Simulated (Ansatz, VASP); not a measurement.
Al: VASP beside Ansatz

Contents of INCAR:

```
PREC     = Accurate       # precision mode
ENCUT    = 520            # plane-wave cutoff, eV
EDIFF    = 1E-7           # SCF threshold, eV
ISMEAR   = 0              # smearing method
SIGMA    = 0.1            # smearing width, eV
LREAL    = Auto         
LASPH    = T              # aspherical terms in the spheres
NELM     = 80             # most SCF steps
ALGO     = Fast           # electronic algorithm
ISIF     = 2              # what is computed and relaxed
LWAVE    = F              # write WAVECAR
LCHARG   = F              # write CHGCAR
GGA      = PS             # functional
NBANDS   = 60             # bands
```

The input KPOINTS:

```
Automatic mesh
0
Gamma
  4 4 4
```

File POSCAR:

```
Al
1.0
   -6.0230888998      0.0000000000      6.0230888998
   -6.0230888998     -6.0230888998      0.0000000000
    0.0000000000     -6.0230888998      6.0230888998
Al
27
Direct
    0.0000000000      0.6666666667      0.0000000000
    0.0000000000      0.3333333333      0.0000000000
    0.0000000000      0.0000000000      0.0000000000
    0.0000000000      0.6666666667      0.3333333333
    0.0000000000      0.3333333333      0.3333333333
    0.0000000000      0.0000000000      0.3333333333
    0.0000000000      0.6666666667      0.6666666667
    0.0000000000      0.3333333333      0.6666666667
    0.0000000000      0.0000000000      0.6666666667
    0.3333333333      0.6666666667      0.0000000000
    0.3333333333      0.3333333333      0.0000000000
    0.3333333333      0.0000000000      0.0000000000
    0.3333333333      0.6666666667      0.3333333333
    0.3333333333      0.3333333333      0.3333333333
    0.3333333333      0.0000000000      0.3333333333
    0.3333333333      0.6666666667      0.6666666667
    0.3333333333      0.3333333333      0.6666666667
    0.3333333333      1.0000000000      0.6666666667
    0.6666666667      0.6666666667      0.0000000000
    0.6666666667      0.3333333333      0.0000000000
    0.6666666667      0.0000000000      0.0000000000
    0.6666666667      0.6666666667      0.3333333333
    0.6666666667      0.3333333333      0.3333333333
    0.6666666667      1.0000000000      0.3333333333
    0.6666666667      0.6666666667      0.6666666667
    0.6666666667      0.3333333333      0.6666666667
    0.6666666667      0.0000000000      0.6666666667
```

Input for Ansatz:

```yaml
crystal:
  lattice:
    - [-6.0230888998, 0.0, 6.0230888998]
    - [-6.0230888998, -6.0230888998, 0.0]
    - [0.0, -6.0230888998, 6.0230888998]
  atoms:
    - { symbol: Al, position: [0.0, 0.6666666667, 0.0] }
    - { symbol: Al, position: [0.0, 0.3333333333, 0.0] }
    - { symbol: Al, position: [0.0, 0.0, 0.0] }
    - { symbol: Al, position: [0.0, 0.6666666667, 0.3333333333] }
    - { symbol: Al, position: [0.0, 0.3333333333, 0.3333333333] }
    - { symbol: Al, position: [0.0, 0.0, 0.3333333333] }
    - { symbol: Al, position: [0.0, 0.6666666667, 0.6666666667] }
    - { symbol: Al, position: [0.0, 0.3333333333, 0.6666666667] }
    - { symbol: Al, position: [0.0, 0.0, 0.6666666667] }
    - { symbol: Al, position: [0.3333333333, 0.6666666667, 0.0] }
    - { symbol: Al, position: [0.3333333333, 0.3333333333, 0.0] }
    - { symbol: Al, position: [0.3333333333, 0.0, 0.0] }
    - { symbol: Al, position: [0.3333333333, 0.6666666667, 0.3333333333] }
    - { symbol: Al, position: [0.3333333333, 0.3333333333, 0.3333333333] }
    - { symbol: Al, position: [0.3333333333, 0.0, 0.3333333333] }
    - { symbol: Al, position: [0.3333333333, 0.6666666667, 0.6666666667] }
    - { symbol: Al, position: [0.3333333333, 0.3333333333, 0.6666666667] }
    - { symbol: Al, position: [0.3333333333, 1.0, 0.6666666667] }
    - { symbol: Al, position: [0.6666666667, 0.6666666667, 0.0] }
    - { symbol: Al, position: [0.6666666667, 0.3333333333, 0.0] }
    - { symbol: Al, position: [0.6666666667, 0.0, 0.0] }
    - { symbol: Al, position: [0.6666666667, 0.6666666667, 0.3333333333] }
    - { symbol: Al, position: [0.6666666667, 0.3333333333, 0.3333333333] }
    - { symbol: Al, position: [0.6666666667, 1.0, 0.3333333333] }
    - { symbol: Al, position: [0.6666666667, 0.6666666667, 0.6666666667] }
    - { symbol: Al, position: [0.6666666667, 0.3333333333, 0.6666666667] }
    - { symbol: Al, position: [0.6666666667, 0.0, 0.6666666667] }
basis:
  ecutwfc: 420
  xc_grid: 2
kpoints:
  mp_grid: { grid: [4, 4, 4], shift: [0.0, 0.0, 0.0] }
hamiltonian:
  xc: pbesol
scf:
  occupations: { method: gaussian, width: 0.1 }
output:
  forces: true
  stress: true
  eigenvalues: true
  write_density: true
  write_potential: true
  elf: true
  volumetric_format: npy
```

Alike in both runs: task single point; functional PBEsol; k mesh 4 × 4 × 4; occupations gaussian, width 0.1 eV; no spin polarisation.

|  | VASP | Ansatz |
| --- | --- | --- |
| version | VASP 6.6.1 | Ansatz 0.2.0 |
| potentials or method | VASP PAW PBE potentials, release 64 (Al) | scalar-relativistic, plane waves, PAW |
| plane-wave cutoff (eV) | 520 | 420 |
| valence electrons in the cell | 81 | 81 |

VASP gave:

| Quantity | Value |
| --- | --- |
| gap on the k mesh at the Fermi level (eV) | none |
| pressure (GPa) | 0.3 |

Question: Estimate Ansatz's values.

Answer: gap on the k mesh at the Fermi level (eV): none; pressure (GPa): 0.2.

A gap of «none» marks a metal or a gap that the smearing closes. With one functional, cell and mesh, what is left measures potentials, basis and numerics.

Caveats: the PAW data sets were made with another functional, which shifts forces and pressure a little (VASP).
